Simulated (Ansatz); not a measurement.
Task: a check of forces and pressure against finite differences of Ca (distorted cell), with Ansatz 0.2.0, Python API. Give the script and its output. Settings (first run): PBE, PAW, cutoff 540 eV, 6×6×6 k-points, Fermi-Dirac smearing of 0.15 eV.

```
Ca
1.0
     0.02841    2.84159    2.66591
     2.79884   -0.06200    2.75631
     2.69043    2.82358    0.04641
Ca
1
Direct
  0.00000 0.00000 0.00000
```

The script, `run_fdcheck.py`:
```python
"""Do the forces of Ca match the slope of the free energy, distorted."""

import ansatz as az
import numpy as np

vectors0 = np.array([
    [0.02841, 2.84159, 2.66591],
    [2.79884, -0.062, 2.75631],
    [2.69043, 2.82358, 0.04641],
])
sites = [
    ("Ca", [0.0, 0.0, 0.0]),
]


def crystal_on(cell):
    crystal = az.Crystal(lattice=az.Lattice.of(cell))
    for symbol, position in sites:
        crystal = crystal.atom(symbol, position)
    return crystal

def solve(crystal):
    return (
        crystal.calculation()
        .functional("PBE")
        .occupations("fermi_dirac", width=0.15)
        .basis(540, xc_grid=2)
        .kpoints(6, 6, 6)
        .scf(tolerance=1e-09)
        .forces()
        .stress()
        .run(threads=1)
    ).report


centre = solve(crystal_on(vectors0))
start = crystal_on(vectors0)
# central difference: F = -(E(+h) - E(-h)) / 2h
# P = -dF/dV; the difference feels the change of the plane-wave count with the cell
volume = abs(np.linalg.det(vectors0))
larger, smaller = (solve(crystal_on(vectors0 * (1 + sign * 0.005) ** (1 / 3)))["lagrangian_ev"] for sign in (1, -1))
numerical = -(larger - smaller) / (0.01 * volume) * 160.21766
print(f"pressure: analytic {np.trace(centre['stress_gpa']) / 3:.3f}, numerical {numerical:.3f} GPa")
```

```console
$ python run_fdcheck.py
DeckWarning: output.stress: scf.convergence.dr2_threshold = 1e-9 eV is looser than the 1e-10 eV advised for a printed stress (1e-10 eV for each atom of the cell: 1). What an SCF threshold leaves in a stress goes as its square root, and in the free energy as [...]
pressure: analytic 0.143, numerical 0.143 GPa
```
(Warnings from the package without file and line, shortened.)

Reading the output:
- The mesh is modest for a metal, so energies can be off by several to tens of meV an atom and pressures by half a GPa or more; differences at equal mesh fare better.
- The smearing is wide enough that free energy and stress hold a thermal part of the electrons.
- Pressure is positive in compression.
- The cell is a database structure, distorted on purpose.
- The central difference errs as the square of the step, so the shorter step is the fairer test; what remains comes from the finite grid and the SCF threshold.
- Timing: 7.8 s on 1 thread of Arm Neoverse V2, on a shared host, peak memory 0.41 GiB.
